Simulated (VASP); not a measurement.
# PbF2: structure and properties in VASP

Wanted: the relaxed cell of PbF2 and its properties. The steps: full relaxation (PBEsol), second relaxation, density, ELF and potential (PBEsol), band structure (PBEsol), total and projected DOS (PBEsol), volume scan with PBEsol, fit for PBEsol, field gradients at the nuclei (PBEsol) and response to an electric field (PBEsol). The start is a cell from a database of measured crystal structures.

Main program and level: VASP 6.6.1; PBEsol; plane waves and PAW (Pb_d, F).

Most raw output is cut from this account.

The database entry behind the starting cell differs from later determinations by our own check (about 0.2 % short), so it need not match the best structure at ambient conditions.

### 1. The structure

Before any relaxation, the start is as follows. Symmetry: Pnma, No. 62, orthorhombic system. Conventional cell: a = 6.427 Å, b = 3.891 Å, c = 7.636 Å, α = 90.00°, β = 90.00°, γ = 90.00°. Pb has 5 F at 2.48 to 2.57 Å nearest. Nearest to F lie 4 Pb at 2.48 to 2.51 Å. Nearest to F lie 1 Pb at 2.57 Å. Farther neighbours and most contacts between anions are not listed.

### 2. Full relaxation (PBEsol)

Properties are meant for the cell that this level of theory prefers, so cell and atoms are relaxed first (ISIF = 3) until forces and stress are small; EDIFFG sets the threshold. PBEsol restores the gradient expansion of exchange and is tuned for the cells of solids.

File INCAR:

```
SYSTEM = PbF2
PREC = Accurate
ENCUT = 520
EDIFF = 1E-06
NELM = 100
ISMEAR = 0
SIGMA = 0.05
LREAL = .FALSE.
ALGO = Normal
GGA = PS
NBANDS = 69
LORBIT = 11
LWAVE = .FALSE.
LCHARG = .FALSE.
KPAR = 8
IBRION = 2
NSW = 60
ISIF = 3
EDIFFG = -0.01
```

File POSCAR:

```
PbF2
1.0
    6.4268900000      0.0000000000      0.0000000000
    0.0000000000      3.8909800000      0.0000000000
    0.0000000000      0.0000000000      7.6357400000
Pb F
4 8
Direct
    0.7560000000      0.7500000000      0.1030000000
    0.2440000000      0.2500000000      0.8970000000
    0.7440000000      0.2500000000      0.6030000000
    0.2560000000      0.7500000000      0.3970000000
    0.1420000000      0.7500000000      0.0850000000
    0.8580000000      0.2500000000      0.9150000000
    0.3580000000      0.2500000000      0.5850000000
    0.6420000000      0.7500000000      0.4150000000
    0.5510000000      0.7500000000      0.8140000000
    0.4490000000      0.2500000000      0.1860000000
    0.9490000000      0.2500000000      0.3140000000
    0.0510000000      0.7500000000      0.6860000000
```

File KPOINTS:

```
Automatic mesh
0
Gamma
4 7 4
0 0 0
```

Potentials, in the order of the species: Pb_d and F (PBE family, release 64).

Started as:

```sh
$ mpirun -np 8 vasp_std
```

It took 15 min on 8 MPI ranks of Intel Xeon 6975P-C (Granite Rapids), shared host; peak memory 4.6 GiB; 1.8 h of CPU time.

The gap is read on the k-mesh alone, so it is an upper bound where the band edges lie off the mesh. The PAW data sets were made with PBE, which is usual practice but a small mismatch for other functionals. The run keeps the 8 symmetry operations of its start, so it cannot find a distortion of lower symmetry.

Step by step (22 of 29):

```csv
step,energy less that of the first step (eV),largest force (eV/Å),pressure (GPa),volume (Å³)
1,0.0000,0.4381,-2.70,190.95
2,-0.0974,0.3785,0.54,183.63
4,-0.1493,0.2842,0.84,182.96
5,-0.2440,0.2141,0.69,183.34
6,-0.1737,0.4030,1.19,184.09
8,-0.2901,0.2345,-1.02,187.43
9,-0.2902,0.2349,-1.13,187.64
10,-0.3169,0.1819,-0.71,186.92
12,-0.3366,0.0935,0.14,185.61
13,-0.3478,0.0817,0.19,185.81
14,-0.3623,0.0672,0.35,186.38
16,-0.3653,0.0553,-0.28,187.86
17,-0.3697,0.0406,-0.15,187.83
18,-0.3693,0.1285,0.30,187.72
20,-0.3748,0.0420,0.04,187.97
21,-0.3769,0.0335,0.05,188.39
22,-0.3776,0.0183,-0.16,188.92
24,-0.3780,0.0111,0.01,188.66
25,-0.3780,0.0120,0.01,188.62
26,-0.3780,0.0139,0.06,188.54
28,-0.3780,0.0123,0.03,188.61
29,-0.3781,0.0090,0.00,188.65
```

```csv
"conventional cell, symmetrised",before,after,change
a (Å),6.427,6.398,-0.4 %
b (Å),3.891,3.859,-0.8 %
c (Å),7.636,7.641,+0.1 %
volume (Å³/atom),15.91,15.72,-1.2 %
```

The atoms that moved most (Å, as changes of fractional coordinates times the final cell):

```csv
atom,dx,dy,dz,length
F9,-0.173,0.000,0.255,0.309
F12,-0.173,0.000,-0.255,0.309
F10,0.173,0.000,-0.255,0.309
F11,0.173,0.000,0.255,0.309
F8,-0.008,0.000,0.137,0.137
F5,-0.008,0.000,-0.137,0.137
F7,0.008,0.000,-0.137,0.137
F6,0.008,0.000,0.137,0.137
```

The relaxed structure:

```xyz
12
Lattice="6.3983 0.0000 0.0000 0.0000 3.8589 0.0000 0.0000 0.0000 7.6408" Properties=species:S:1:pos:R:3 pbc="T T T"
Pb    4.7595    2.8942    0.8042
Pb    1.6388    0.9647    6.8366
Pb    4.8380    0.9647    4.6246
Pb    1.5603    2.8942    3.0162
F     0.9002    2.8942    0.5126
F     5.4981    0.9647    7.1281
F     2.2989    0.9647    4.3330
F     4.0994    2.8942    3.3078
F     3.3522    2.8942    6.4751
F     3.0461    0.9647    1.1657
F     6.2453    0.9647    2.6547
F     0.1530    2.8942    4.9861
```

This step gave:

```
electrons                       : 112
bands                           : 69
irreducible k-points            : 36
symmetry operations             : 8
free energy (TOTEN)             : -59.5963 eV
Fermi energy                    : 3.030 eV
pressure                        : 0.003917 GPa
metallic                        : no
valence top at k                : 0, 0.4286, 0
conduction bottom at k          : 0, 0, 0
least direct gap at k           : 0, 0, 0
SCF cycles over all ionic steps : 229
gap on the k-mesh               : 4.222 eV
least direct gap on the k-mesh  : 4.450 eV
```

It ends with a largest force of 0.009 eV/Å and a pressure of 0.00 GPa. The volume lies -1.2 % from that of the database's start, which holds the thermal and zero-point expansion of its experiment.

### 3. Second relaxation

A relaxation keeps the plane waves of the cell it began with, so it is repeated from the new cell, on a basis made for it.

INCAR is that of step 2.

File POSCAR:

```
PbF2
1.0
    6.3983080314      0.0000000000      0.0000000000
    0.0000000000      3.8588839109      0.0000000000
    0.0000000000      0.0000000000      7.6407759165
Pb F
4 8
Direct
    0.7438687810      0.7500000000      0.1052510228
    0.2561312190      0.2500000000      0.8947489772
    0.7561312190      0.2500000000      0.6052510228
    0.2438687810      0.7500000000      0.3947489772
    0.1407002138      0.7500000000      0.0670908324
    0.8592997862      0.2500000000      0.9329091676
    0.3592997862      0.2500000000      0.5670908324
    0.6407002138      0.7500000000      0.4329091676
    0.5239141385      0.7500000000      0.8474349737
    0.4760858615      0.2500000000      0.1525650263
    0.9760858615      0.2500000000      0.3474349737
    0.0239141385      0.7500000000      0.6525650263
```

KPOINTS is that of step 2.

Started as:

```sh
$ mpirun -np 8 vasp_std
```

It took 52 s on 8 MPI ranks; peak memory 4.2 GiB; 6.2 min of CPU time.

Little changed from the start: no atom moved by 0.005 Å and no cell edge by 0.1 %.

Numbers from this step:

| Quantity | Value |
| --- | --- |
| free energy (TOTEN) | -59.5915 eV |
| Fermi energy | 3.035 eV |
| pressure | -0.01137 GPa |
| SCF cycles over all ionic steps | 13 |

It ends with a largest force of 0.009 eV/Å and a pressure of -0.01 GPa. The volume moved by under 0.01 %: the run met its threshold at the first step.

### 4. Density, ELF and potential (PBEsol)

A single point on the relaxed cell gives a clean self-consistent state, with density, ELF and potential written out.

Changes to INCAR since step 3:

```diff
@@ -13,7 +13,5 @@
 LWAVE = .FALSE.
-LCHARG = .FALSE.
-KPAR = 8
-IBRION = 2
-NSW = 60
-ISIF = 3
-EDIFFG = -0.01
+LCHARG = .TRUE.
+ISIF = 2
+LELF = .TRUE.
+LVHAR = .TRUE.
```

POSCAR is that of step 3.

KPOINTS is that of step 3.

Started as:

```sh
$ mpirun -np 8 vasp_std
```

Wall time 55 s (8 MPI ranks); peak memory 1.6 GiB.

Numbers from this step:

```yaml
scf_cycles: 15
bands: 72
fermi_energy: 3.010 eV
pressure: -0.01749 GPa
```

Valence electrons inside each PAW sphere by angular momentum. Sphere charges, by row:

```csv
atom,s (e),p (e),d (e),tot (e)
Pb1,1.532,0.316,9.866,11.71
Pb2,1.532,0.316,9.866,11.71
Pb3,1.532,0.316,9.866,11.71
Pb4,1.532,0.316,9.866,11.71
F5,1.742,4.316,0,6.058
F6,1.742,4.316,0,6.058
F7,1.742,4.316,0,6.058
F8,1.742,4.316,0,6.058
F9,1.739,4.303,0,6.042
F10,1.739,4.303,0,6.042
F11,1.739,4.303,0,6.042
F12,1.739,4.303,0,6.042
```

Valence density in the ac plane at fractional y = 0.250, with atoms of Pb and F within 0.2 Å of it. It is the smooth field of the valence electrons, not physical close to the nuclei.

Ten even steps from '_' (0 e/Å³) to '@' (12 e/Å³), each cell a mean:
```
______..----..______________--##**..
____..--**++::______________--@@**..
____..--++++::______________..--::__
______..--::..______________________
____________________________________
____________________________________
________________________..--::..____
__________..--::______..--++++::____
__________==@@##..____..--++++::____
__________--##++..______..--::..____
____________....____________________
__________________________________..
==..____________________________::++
%%::____________________________--@@
--..____________________________..==
____________________________________
______________..++==..______________
______________--@@##::______________
______________::++==..______________
________________..__________________
______________________________....__
```
Columns run along a (6.4 Å), rows up along c (7.6 Å). Atoms in or near the plane, at fractional coordinates: Pb at (0.26, 0.89), Pb at (0.76, 0.61), F at (0.86, 0.93), F at (0.36, 0.57), F at (0.48, 0.15), F at (0.98, 0.35).

Electrostatic potential energy in the ac plane at fractional y = 0.250, with atoms of Pb and F within 0.2 Å of it. With pseudopotentials it is smooth inside the atoms' cores, unlike the true potential.

Values in eV, 11 rows by 16 columns, each cell a mean:
```
  3  -4 -36 -69 -74 -62 -23   0   4   5   6   5 -11 -51 -51 -11
  3  -4 -37 -70 -74 -63 -24  -1   4   5   5   5   2 -14 -13   2
  4   2  -3 -13 -18 -10   0   3   4   3   0  -6  -8  -4   2   4
  4   5   5   4   3  -4  -3   4   3  -2 -29 -60 -67 -53 -18   0
  4   5   6   5 -10 -50 -50 -11   3  -5 -42 -74 -77 -68 -28  -1
  4   6   6   5   1 -15 -14   2   5   2  -8 -24 -30 -19  -3   2
-31  -1   5   5   4   5   5   6   6   5   4   3   3   3  -9 -35
-34  -2   5   5   5   5   6   6   6   6   6   6   6   6  -9 -39
  5   6   6   6   6   6  -3 -26 -22   2   6   5   5   6   6   5
  6   6   5   4   4   4 -14 -46 -41  -4   5   5   4   5   6   6
  5   3  -2 -12 -16  -9   0   0   3   5   5   5   4  -4  -3   5
```
Columns run along a (6.4 Å; values clipped at the 3rd and 97th percentile), rows up along c (7.6 Å). Atoms in or near the plane, at fractional coordinates: Pb at (0.26, 0.89), Pb at (0.76, 0.61), F at (0.86, 0.93), F at (0.36, 0.57), F at (0.48, 0.15), F at (0.98, 0.35).

ELF in the ac plane at fractional y = 0.250, with atoms of Pb and F within 0.2 Å of it. It is the smooth field of the valence electrons, not physical close to the nuclei.

Ten even steps from '0' (0.01) to '9' (0.81), each cell a mean:
```
315423441000289899
325232353000389789
235332463000169998
125533552000014663
024655421002222110
002222110024665421
000014664126533552
000169998235332363
000389789325332353
000289899315533441
320048997213555323
862013553001232268
995000000000001699
896100000000002897
995100024420002799
862000489973000379
320002799995100024
000002897896100000
000001699995000100
001232258862013553
213555322320048997
```
Columns run along a (6.4 Å), rows up along c (7.6 Å). Atoms in or near the plane, at fractional coordinates: Pb at (0.26, 0.89), Pb at (0.76, 0.61), F at (0.86, 0.93), F at (0.36, 0.57), F at (0.48, 0.15), F at (0.98, 0.35).

In this run the pressure is -0.02 GPa, small enough to go on.

### 5. Band structure (PBEsol)

Levels along the symmetry lines show where the bands peak and cross; KPOINTS_OPT computes them in the converged potential.

File INCAR:

```
SYSTEM = PbF2
PREC = Accurate
ENCUT = 520
EDIFF = 1E-06
NELM = 100
ISMEAR = 0
SIGMA = 0.05
LREAL = .FALSE.
ALGO = Normal
GGA = PS
NBANDS = 85
LORBIT = 11
LWAVE = .FALSE.
LCHARG = .FALSE.
KPAR = 8
```

POSCAR is that of step 4.

KPOINTS is that of step 4.

File KPOINTS_OPT:

```
Line mode
12
Line-mode
Reciprocal
  0.00000000   0.00000000   0.00000000 GAMMA
  0.00000000  -0.50000000   0.00000000 X

  0.00000000  -0.50000000   0.00000000 X
 -0.50000000  -0.50000000   0.00000000 S

 -0.50000000  -0.50000000   0.00000000 S
 -0.50000000   0.00000000   0.00000000 Y

 -0.50000000   0.00000000   0.00000000 Y
  0.00000000   0.00000000   0.00000000 GAMMA

  0.00000000   0.00000000   0.00000000 GAMMA
  0.00000000   0.00000000  -0.50000000 Z

  0.00000000   0.00000000  -0.50000000 Z
  0.00000000  -0.50000000  -0.50000000 U

  0.00000000  -0.50000000  -0.50000000 U
 -0.50000000  -0.50000000  -0.50000000 R

 -0.50000000  -0.50000000  -0.50000000 R
 -0.50000000   0.00000000  -0.50000000 T

 -0.50000000   0.00000000  -0.50000000 T
  0.00000000   0.00000000  -0.50000000 Z

 -0.50000000   0.00000000   0.00000000 Y
 -0.50000000   0.00000000  -0.50000000 T

  0.00000000  -0.50000000  -0.50000000 U
  0.00000000  -0.50000000   0.00000000 X

 -0.50000000  -0.50000000   0.00000000 S
 -0.50000000  -0.50000000  -0.50000000 R
```

Started as:

```sh
$ mpirun -np 8 vasp_std
```

The job ended after 3.5 min (8 MPI ranks; peak memory 6.8 GiB).

Spin-orbit coupling is off here; with elements this heavy it splits and shifts levels by tenths of an eV or more.

Numbers from this step:

* SCF cycles: 13
* bands: 85
* Fermi energy: 2.939 eV
* pressure: -0.007781 GPa
* least gap on mesh and path: 4.192 eV
* least direct gap on mesh and path: 4.448 eV
* valence top at k: 0, -0.3636, 0
* least direct gap at k: 0, 0, -0.04545

Electronic bands along the path, in eV, zero at the valence-band top; v1 is the highest filled band, c1 the lowest empty one:

```csv
point,v4,v3,v2,v1,c1,c2,c3,c4
Γ,-1.83,-0.41,-0.32,-0.26,4.19,4.76,5.57,5.60
0.55 of the way,-1.10,-0.54,-0.52,-0.05,4.89,5.33,5.65,5.77
X,-0.70,-0.70,-0.15,-0.15,4.75,4.75,5.51,5.51
0.45 of the way,-0.67,-0.67,-0.25,-0.25,4.71,4.71,5.20,5.20
S,-0.51,-0.51,-0.51,-0.51,4.79,4.79,4.79,4.79
0.45 of the way,-0.78,-0.78,-0.33,-0.33,4.61,4.61,5.53,5.53
Y,-1.00,-1.00,-0.28,-0.28,4.29,4.29,5.33,5.33
0.55 of the way,-1.65,-0.47,-0.36,-0.26,4.40,4.55,4.75,6.42
Γ,-1.83,-0.41,-0.32,-0.26,4.19,4.76,5.57,5.60
0.45 of the way,-1.82,-0.66,-0.28,-0.19,4.35,5.01,5.37,5.66
Z,-1.25,-1.25,-0.19,-0.19,4.82,4.82,5.81,5.81
0.55 of the way,-0.75,-0.75,-0.29,-0.29,5.13,5.13,5.53,5.53
U,-0.48,-0.48,-0.22,-0.22,4.31,4.31,5.93,5.93
0.55 of the way,-0.50,-0.50,-0.33,-0.33,4.38,4.38,5.31,5.31
R,-0.47,-0.47,-0.47,-0.47,4.70,4.70,4.70,4.70
0.45 of the way,-0.61,-0.61,-0.49,-0.49,4.90,4.90,5.06,5.06
T,-0.63,-0.63,-0.63,-0.63,4.63,4.63,4.85,4.85
0.45 of the way,-1.02,-1.02,-0.32,-0.32,4.65,4.65,5.20,5.20
Z,-1.25,-1.25,-0.19,-0.19,4.82,4.82,5.81,5.81
jump to Y,-1.00,-1.00,-0.28,-0.28,4.29,4.29,5.33,5.33
0.45 of the way,-0.91,-0.91,-0.36,-0.36,4.38,4.38,5.17,5.17
T,-0.63,-0.63,-0.63,-0.63,4.63,4.63,4.85,4.85
jump to U,-0.48,-0.48,-0.22,-0.22,4.31,4.31,5.93,5.93
0.55 of the way,-0.61,-0.61,-0.17,-0.17,4.52,4.52,5.73,5.73
X,-0.70,-0.70,-0.15,-0.15,4.75,4.75,5.51,5.51
jump to S,-0.51,-0.51,-0.51,-0.51,4.79,4.79,4.79,4.79
```

Of the projections kept (Pb, F), the largest for each band there; the rest of the weight can lie on other orbitals:

```csv
point,v4,v3,v2,v1,c1,c2,c3,c4
Γ,F 0.99,F 0.68,F 0.64,F 0.67,Pb 0.63,Pb 0.66,Pb 0.64,Pb 0.75
X,F 0.63,F 0.63,F 0.68,F 0.68,Pb 0.62,Pb 0.62,Pb 0.69,Pb 0.69
S,F 0.63,F 0.63,F 0.63,F 0.63,Pb 0.68,Pb 0.68,Pb 0.68,Pb 0.68
Y,F 0.79,F 0.79,F 0.66,F 0.66,Pb 0.64,Pb 0.64,Pb 0.81,Pb 0.81
Γ,F 0.99,F 0.68,F 0.64,F 0.67,Pb 0.63,Pb 0.66,Pb 0.64,Pb 0.75
Z,F 0.81,F 0.81,F 0.64,F 0.64,Pb 0.64,Pb 0.64,Pb 0.77,Pb 0.77
```

The path lowers the gap by 0.03 eV against the mesh alone, so a band edge lies off the mesh.

### 6. Total and projected DOS (PBEsol)

A density of states needs more k-points than a total energy; ISMEAR = -5 takes tetrahedra, and LORBIT projects the states on the PAW spheres. The mesh is finer than in the run before.

Changes to INCAR since step 5:

```diff
@@ -5,3 +5,3 @@
 NELM = 100
-ISMEAR = 0
+ISMEAR = -5
 SIGMA = 0.05
@@ -15 +15,2 @@
 KPAR = 8
+NEDOS = 2001
```

POSCAR is that of step 5.

File KPOINTS:

```
Automatic mesh
0
Gamma
6 10 5
0 0 0
```

Started as:

```sh
$ mpirun -np 8 vasp_std
```

Run time: 1.9 min. Hardware: 8 MPI ranks; peak memory 6.8 GiB.

Numbers from this step:

```
irreducible k-points  : 72
free energy (TOTEN)   : -59.5914 eV
Fermi energy          : 2.751 eV
pressure              : -0.009013 GPa
valence top at k      : 0, 0.4, 0
least direct gap at k : 0, 0, 0
gap on the k-mesh     : 4.200 eV
```

The density of states has structure finer than the step of the table below, so its rows give means over 1 eV, whole bins alone (the curve runs from -12.0 to 6.56 eV). Peaks (eV: height): total -3.6: 18.4, -2.7: 18.3, -1.9: 54.6, -0.4: 13.6; F p -3.6: 11.4, -2.7: 12.8, -1.9: 42.9, -0.4: 7.62; Pb p -3.9: 0.974, 4.6: 3.12; Pb s -6.6: 6.20, -6.3: 5.33, -0.4: 3.86.

States under -12.0 eV and over 6.6 eV are left out. Table of density of states by energy, zero at the valence-band top; means over each step; values in states/eV/cell:

```csv
energy (eV),total,F p,Pb p,Pb s
-8,0,0,0,0
-7,3.43,0.723,0.00558,1.63
-6,4.48,0.853,0.00861,2.23
-5,0.0853,0.00700,6.0e-5,0.0506
-4,7.91,4.77,0.475,0.0183
-3,12.6,8.42,0.510,0.0510
-2,19.6,15.1,0.136,0.0553
-1,3.77,2.22,0.0423,0.892
0,4.05,2.28,0.0339,1.17
1,0,0,0,0
2,0,0,0,0
3,0,0,0,0
4,0.433,0.0583,0.146,0.00327
5,6.04,0.785,2.16,0.0927
6,3.24,0.527,1.27,0.0399
```

The gap on this mesh is 4.20 eV. In the top eV of the valence band the largest shares in the PAW spheres are F p 57 % and Pb s 27 %. The rest lies in smaller channels or between the spheres.

### 7. Volume scan with PBEsol, volume scale 0.94

An equation of state needs energies on both sides of the minimum, all on one mesh and cutoff.

File INCAR:

```
SYSTEM = PbF2
PREC = Accurate
ENCUT = 520
EDIFF = 1E-06
NELM = 100
ISMEAR = 0
SIGMA = 0.05
LREAL = .FALSE.
ALGO = Normal
GGA = PS
NBANDS = 69
LORBIT = 11
LWAVE = .FALSE.
LCHARG = .FALSE.
KPAR = 8
ISIF = 2
```

Changes to POSCAR since step 6:

```diff
@@ -2,5 +2,5 @@
 1.0
-    6.3983080314      0.0000000000      0.0000000000
-    0.0000000000      3.8588839109      0.0000000000
-    0.0000000000      0.0000000000      7.6407759165
+    6.2676936668      0.0000000000      0.0000000000
+    0.0000000000      3.7801090743      0.0000000000
+    0.0000000000      0.0000000000      7.4847979476
 Pb F
```

File KPOINTS:

```
Automatic mesh
0
Gamma
4 7 4
0 0 0
```

Started as:

```sh
$ mpirun -np 8 vasp_std
```

It took 55 s on 8 MPI ranks; peak memory 3.9 GiB.

The scan keeps the cell's shape and the fractional positions fixed.

Numbers from this step:

```
SCF cycles                     : 15
bands                          : 69
irreducible k-points           : 36
free energy (TOTEN)            : -59.3667 eV
Fermi energy                   : 3.865 eV
pressure                       : 5.972 GPa
valence top at k               : 0, 0.4286, 0
gap on the k-mesh              : 4.192 eV
least direct gap on the k-mesh : 4.469 eV
```

Force by atom:

```csv
atom,x (eV/Å),y (eV/Å),z (eV/Å),size
Pb1,0.067,0.000,0.272,0.280
Pb2,-0.067,0.000,-0.272,0.280
Pb3,-0.067,0.000,0.272,0.280
Pb4,0.067,0.000,-0.272,0.280
F5,-0.005,0.000,0.058,0.058
F6,0.005,0.000,-0.058,0.058
F7,0.005,0.000,0.058,0.058
F8,-0.005,0.000,-0.058,0.058
F9,0.033,0.000,-0.225,0.228
F10,-0.033,0.000,0.225,0.228
F11,-0.033,0.000,-0.225,0.228
F12,0.033,0.000,0.225,0.228
```

The pressure here is 5.97 GPa.

### 8. Volume scan with PBEsol, volume scale 0.96

INCAR is that of step 7.

Changes to POSCAR since step 7:

```diff
@@ -2,5 +2,5 @@
 1.0
-    6.2676936668      0.0000000000      0.0000000000
-    0.0000000000      3.7801090743      0.0000000000
-    0.0000000000      0.0000000000      7.4847979476
+    6.3118338089      0.0000000000      0.0000000000
+    0.0000000000      3.8067304378      0.0000000000
+    0.0000000000      0.0000000000      7.5375095290
 Pb F
```

KPOINTS is that of step 7.

Started as:

```sh
$ mpirun -np 8 vasp_std
```

It took 57 s on 8 MPI ranks; peak memory 4 GiB.

This step gave:

* free energy (TOTEN): -59.4895 eV
* Fermi energy: 3.497 eV
* pressure: 3.738 GPa
* gap on the k-mesh: 4.205 eV
* least direct gap on the k-mesh: 4.464 eV

Force by atom:

```csv
atom,x (eV/Å),y (eV/Å),z (eV/Å),size
Pb1,0.043,0.000,0.175,0.180
Pb2,-0.043,0.000,-0.175,0.180
Pb3,-0.043,0.000,0.175,0.180
Pb4,0.043,0.000,-0.175,0.180
F5,-0.003,0.000,0.037,0.037
F6,0.003,0.000,-0.037,0.037
F7,0.003,0.000,0.037,0.037
F8,-0.003,0.000,-0.037,0.037
F9,0.021,0.000,-0.148,0.149
F10,-0.021,0.000,0.148,0.149
F11,-0.021,0.000,-0.148,0.149
F12,0.021,0.000,0.148,0.149
```

The pressure falls from 5.97 to 3.74 GPa.

The run ends at a pressure of 3.74 GPa, with forces up to 0.18 eV/Å.

### 9. Volume scan with PBEsol, volume scale 0.98

INCAR is that of step 8.

Changes to POSCAR since step 8:

```diff
@@ -2,5 +2,5 @@
 1.0
-    6.3118338089      0.0000000000      0.0000000000
-    0.0000000000      3.8067304378      0.0000000000
-    0.0000000000      0.0000000000      7.5375095290
+    6.3553650729      0.0000000000      0.0000000000
+    0.0000000000      3.8329845808      0.0000000000
+    0.0000000000      0.0000000000      7.5894939961
 Pb F
```

KPOINTS is that of step 8.

Started as:

```sh
$ mpirun -np 8 vasp_std
```

The job ended after 47 s (8 MPI ranks; peak memory 4.1 GiB).

The pressure falls from 3.74 to 1.74 GPa.

The run ends at a pressure of 1.74 GPa, with forces up to 0.086 eV/Å.

[end of part 1 of 2]

[Lines on the potential files, build, host, timing and source positions are cut from VASP's logs without a mark.]

[Logs are printed without paths, hosts, clocks, repeated set-up lines and the standing remarks that a program may print on its own settings, such as how far it seeks lower states.]

[Hosts, paths, dates, database ids (printed as entryN), source tags and the programs' standing remarks are cut or masked in the printed files.]

[A measured line is paired with the nearest computed mode of its activity, which favours agreement.]
